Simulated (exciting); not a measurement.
# W: band structure with LDA

The system is W.

```
W
1.0
     3.16469    0.00000    0.00000
     0.00000    3.16469    0.00000
     0.00000    0.00000    3.16469
W
2
Cartesian
  0.0000 0.0000 0.0000
  1.5823 1.5823 1.5823
```

```yaml
Program: exciting (release sodium)
Task: band structure
Functional: LDA
Potentials_or_basis: all-electron LAPW+lo, shipped species files, valence relativity iora*
rgkmax: 9
k_mesh: 8 × 8 × 8
Occupations: methfessel-paxton, width 0.2 eV
Spin: no spin polarisation
outputlevel: high
gmaxvr_cutoff_of_density_and_potential: 14 1/bohr
lmaxapw_and_lmaxmat: 10
lmaxvr: 8
nempty: 18
Valence_relativity: iora*
epsengy: 1e-05 Ha
epspot: 1e-05 Ha
maxscl: 60
Muffin-tin_radii: W 2.3 bohr
```

| Item | Value |
| --- | --- |
| Band gap on the k mesh | none (metal or under the smearing width) |
| All electrons inside the program's atomic spheres | W 71.33 (radii W 2.3 bohr) |
| Density of states at the Fermi level | 1.46 states/eV per cell |

Levels at the corners of the path, in eV from the Fermi level:
| point | band 25 | band 26 | band 27 | band 28 | band 29 | band 30 | band 31 | band 32 |
| --- | --- | --- | --- | --- | --- | --- | --- | --- |
| Γ | -5.93 | -1.35 | -1.35 | -1.35 | 2.09 | 2.09 | 5.05 | 5.05 |
| X | -2.92 | -2.92 | -0.62 | -0.62 | -0.62 | -0.62 | 1.25 | 1.25 |
| M | -3.67 | -3.67 | 0.75 | 0.75 | 1.99 | 1.99 | 2.96 | 2.96 |
| Γ | -5.93 | -1.35 | -1.35 | -1.35 | 2.09 | 2.09 | 5.05 | 5.05 |
| R | -3.01 | -3.01 | -3.01 | -3.01 | 3.13 | 3.13 | 3.13 | 3.13 |
| X | -2.92 | -2.92 | -0.62 | -0.62 | -0.62 | -0.62 | 1.25 | 1.25 |
| M | -3.67 | -3.67 | 0.75 | 0.75 | 1.99 | 1.99 | 2.96 | 2.96 |
| R | -3.01 | -3.01 | -3.01 | -3.01 | 3.13 | 3.13 | 3.13 | 3.13 |

Run time: 52 s on 1 thread of Arm Neoverse V2, with other jobs on the host, peak memory 0.13 GiB.

Caveat: the log's total energy holds no entropy term; the free energy is that total less TS from the occupations; spin-orbit coupling is left out, which moves the levels of the heavy elements.
